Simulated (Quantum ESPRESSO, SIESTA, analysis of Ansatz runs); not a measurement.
## H_i (bond centre, by C) in SiC (F-43m): levels and formation energies (SIESTA)

Question: at which Fermi levels does H_i (bond centre, by C) in SiC (F-43m) change its charge? Model: a cell of 54 host atoms with 1 H put in.

Calculated with SIESTA 5.4.2; SIESTA numerical-orbital DFT, PBEsol, DZP basis, PseudoDojo 0.4.1 potentials converted to PSML; charged supercells in a uniform background, point-charge correction with alignment at far sites.

### Step 1. The starting structure

The cell holds 55 atoms: 27 Si, 27 C and 1 H. Cell: a = 9.283 Å, b = 9.283 Å, c = 9.283 Å, α = 60.0°, β = 60.0°, γ = 60.0°. It derives from SiC (space group F-43m). Nearest the centre at fractional (0.375, 0.375, 0.542): H55 at 0.00 Å, Si29 at 0.95 Å, C28 at 0.95 Å, C30 at 2.38 Å, Si27 at 2.38 Å, C12 at 2.38 Å, C24 at 2.38 Å, Si33 at 2.38 Å.

Coordinates:

```xyz
55
Lattice="0.0000 6.5644 6.5644 6.5644 0.0000 6.5644 6.5644 6.5644 0.0000" Properties=species:S:1:pos:R:3 pbc="T T T"
Si    0.0000    0.0000    0.0000
C     1.0941    1.0941    1.0941
Si    2.1882    2.1882    0.0000
C     3.2822    3.2822    1.0941
Si    4.3763    4.3763    0.0000
C     5.4703    5.4703    1.0941
Si    2.1882    0.0000    2.1882
C     3.2822    1.0941    3.2822
Si    4.3763    2.1882    2.1882
C     5.4703    3.2822    3.2822
Si    6.5644    4.3763    2.1882
C     7.6585    5.4703    3.2822
Si    4.3763    0.0000    4.3763
C     5.4703    1.0941    5.4703
Si    6.5644    2.1882    4.3763
C     7.6585    3.2822    5.4703
Si    8.7526    4.3763    4.3763
C     9.8466    5.4703    5.4703
Si    0.0000    2.1882    2.1882
C     1.0941    3.2822    3.2822
Si    2.1882    4.3763    2.1882
C     3.2822    5.4703    3.2822
Si    4.3763    6.5644    2.1882
C     5.4703    7.6585    3.2822
Si    2.1882    2.1882    4.3763
C     3.2822    3.2822    5.4703
Si    4.3763    4.3763    4.3763
C     5.4703    5.4703    5.4703
Si    6.5644    6.5644    4.3763
C     7.6585    7.6585    5.4703
Si    4.3763    2.1882    6.5644
C     5.4703    3.2822    7.6585
Si    6.5644    4.3763    6.5644
C     7.6585    5.4703    7.6585
Si    8.7526    6.5644    6.5644
C     9.8466    7.6585    7.6585
Si    0.0000    4.3763    4.3763
C     1.0941    5.4703    5.4703
Si    2.1882    6.5644    4.3763
C     3.2822    7.6585    5.4703
Si    4.3763    8.7526    4.3763
C     5.4703    9.8466    5.4703
Si    2.1882    4.3763    6.5644
C     3.2822    5.4703    7.6585
Si    4.3763    6.5644    6.5644
C     5.4703    7.6585    7.6585
Si    6.5644    8.7526    6.5644
C     7.6585    9.8466    7.6585
Si    4.3763    4.3763    8.7526
C     5.4703    5.4703    9.8466
Si    6.5644    6.5644    8.7526
C     7.6585    7.6585    9.8466
Si    8.7526    8.7526    8.7526
C     9.8466    9.8466    9.8466
H     6.0174    6.0174    4.9233
```

The host's dielectric constants go in as inputs: 7.10 for the electrons alone, 10.43 with the ions, from a response run on this crystal (DFPT, PBEsol, Quantum ESPRESSO) at that run's own cell.

The cell's shortest repeat is 9.3 Å.

The primitive cell was relaxed at this level beforehand, to 20.95 Å³.

The defect-free supercell was relaxed beforehand, from displaced atoms: they ended at most 0.01 Å from the sites they started about, so the symmetric structure holds.

### Step 2. Band edges

Levels are counted from the valence top, which comes from the unit cell, dense mesh; the energy of the host comes from the defect-free supercell at the defects' own k-points, so that the host's part of the sampling error cancels.

host.fdf reads:

```
SystemName                      SiC
SystemLabel                     host
NumberOfSpecies                 2
NumberOfAtoms                   2
%block ChemicalSpeciesLabel
  1   14 Si
  2    6 C
%endblock ChemicalSpeciesLabel
LatticeConstant                 1.0 Ang
%block LatticeVectors
     0.000001000     2.188136000     2.188136000
     2.188136000     0.000001000     2.188136000
     2.188136000     2.188136000     0.000001000
%endblock LatticeVectors
AtomicCoordinatesFormat         Fractional
%block AtomicCoordinatesAndAtomicSpecies
     0.000003199     0.000003199     0.000003199  1
     0.249996972     0.249996972     0.249996972  2
%endblock AtomicCoordinatesAndAtomicSpecies
%block kgrid.MonkhorstPack
   12   0   0  0.00
    0  12   0  0.00
    0   0  12  0.00
%endblock kgrid.MonkhorstPack
XC.Functional                   GGA
XC.Authors                      PBEsol
PAO.BasisSize                   DZP
PAO.EnergyShift                 0.005 Ry
Mesh.Cutoff                     300 Ry
OccupationFunction              FD
ElectronicTemperature           0.01 eV
MaxSCFIterations                150
SCF.MustConverge                true
SCF.Mixer.Method                Pulay
SCF.Mixer.Weight                0.2
SCF.Mixer.History               10
SCF.DM.Tolerance                1.0e-4
SCF.H.Tolerance                 1.0e-3 eV
WriteForces                     true
Charge.Mulliken                 end
```

Run with:

```bash
$ OMP_NUM_THREADS=1 siesta host.fdf > host.out
```

Log:

```text
Version         : 5.4.2

                           ***********************
                           *  WELCOME TO SIESTA  *
                           ***********************

[...]
reinit: Reading from file host.fdf

reinit: -----------------------------------------------------------------------
reinit: System Name: SiC
reinit: -----------------------------------------------------------------------
reinit: System Label: host
reinit: -----------------------------------------------------------------------

initatom: Reading input for the pseudopotentials and atomic orbitals ----------
Species number:   1 Atomic number:   14 Label: Si
Species number:   2 Atomic number:    6 Label: C

[... pseudopotential checks and orbital generation ...]

prinput: Basis input

PAO.BasisType split

%block ChemicalSpeciesLabel
    1   14 Si                      # Species index, atomic number, species label
    2    6 C                       # Species index, atomic number, species label
%endblock ChemicalSpeciesLabel

%block PAO.Basis                 # Define Basis set
# WARNING: This information might be incomplete!
[...]
(Free)E + p*V (eV/cell)     -278.7432
Target enthalpy (eV/cell)     -278.7457
[...]
siesta: Final energy (eV):
siesta:  Band Struct. =    -101.151306
siesta:       Kinetic =     156.951378
siesta:       Hartree =      31.268314
siesta:         Exch. =     -90.540145
siesta:         Corr. =     -11.300426
siesta:   Exch.-corr. =    -101.840571
siesta:  Ion-electron =    -210.155603
siesta:       Ion-ion =    -154.969201
siesta:         Total =    -278.745682
siesta:         Fermi =      -6.333765
[...]
siesta: Stress tensor (static) (eV/Ang**3):
siesta:    -0.000116   -0.000014   -0.000014
siesta:    -0.000014   -0.000116   -0.000014
siesta:    -0.000014   -0.000014   -0.000116
[...]
siesta: Cell volume =         20.953310 Ang**3
[...]
siesta: Pressure (static):
siesta:                Solid            Molecule  Units
siesta:           0.00000127          0.00000094  Ry/Bohr**3
siesta:           0.00011615          0.00008588  eV/Ang**3
siesta:           0.18609308          0.13758814  kBar
[...]
mulliken: Qtot =        8.000

Mulliken Atomic Populations:
Atom #   charge [q] valence [e]  Species
     1    -0.114310    4.114310  Si
     2     0.114310    3.885690  C
 Total     0.000000

Job completed
```

Elapsed: 21 s, on 1 MPI rank of Arm Neoverse V2, shared host; peak memory 0.2 GiB.

The gap at this level is 1.23 eV.

Test of the sampling: at one point at (¼, ¼, ¼) the host's energy lies 128 meV an atom above its value on the primitive cell's dense mesh, too far, so all defect runs take a 2×2×2 mesh.

[end of part 1 of 3]

[Logs are printed without paths, hosts, clocks, repeated set-up lines and the standing remarks that a program may print on its own settings, such as how far it seeks lower states.]

[Hosts, paths, dates, database ids (printed as entryN), source tags and the programs' standing remarks are cut or masked in the printed files.]

[For some hosts the program warned that the k-mesh of the response run may be too coarse for force constants and the static dielectric constant; such warnings are not shown here.]

[Charge tables in the logs are Mulliken or Hirshfeld populations, whose sizes and signs can differ; where basis functions stand at a vacancy, SIESTA counts their charge against the missing atom's valence.]

[In relaxation paths of CP2K, step 0 can be the structure after the first move, since the trajectory file begins there, and the last row can be the final structure solved once more.]
